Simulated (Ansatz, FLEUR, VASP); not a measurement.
## SnSe: programs and potentials compared

```
Sn Se
1.0
    11.42000    0.00000    0.00000
     0.00000    4.19000    0.00000
     0.00000    0.00000    4.46000
Sn Se
4 4
Direct
  0.87700 0.75000 0.90900
  0.62300 0.25000 0.40900
  0.37700 0.75000 0.59100
  0.12300 0.25000 0.09100
  0.64300 0.75000 0.98400
  0.85700 0.25000 0.48400
  0.14300 0.75000 0.51600
  0.35700 0.25000 0.01600
```

Alike in all runs: task band structure; functional PBE; k mesh 3 × 6 × 6; occupations fermi-dirac, width 0.05 eV; no spin polarisation; no spin-orbit coupling. Pressure is positive in compression and, in plane waves, holds the error of the finite cutoff, which Ansatz's Pulay term estimates and takes out. Gaps are the smaller of the mesh's and the band path's.

| program and potentials | plane-wave cutoff (eV) | notes | band gap (eV) | pressure (GPa) | largest force (eV/Å) |
| --- | --- | --- | --- | --- | --- |
| Ansatz, Ansatz PAW polarizable | 420 | 15 valence electrons an atom on average | ? | ? | ? |
| Ansatz, Ansatz PAW | 420 | 15 valence electrons an atom on average; Pulay term of +0.03 GPa included | 0.54 | 2.39 | 0.311 |
| FLEUR, all-electron, FLAPW | - | - | 0.54 | - | - |
| VASP, PBE PAW files Se, Sn_d, release 54, 520 eV | 520 | 10 valence electrons an atom on average | 0.54 | 2.42 | 0.326 |

Q: Estimate from the other rows what the run with Ansatz, Ansatz PAW polarizable gave.

A: Band gap 0.54 eV; pressure 2.39 GPa; largest force 0.310 eV/Å. Its pressure holds a Pulay term of +0.03 GPa. The other rows, which needn't bracket it: band gap 0.54; pressure 2.39 to 2.42; largest force 0.311 to 0.326.
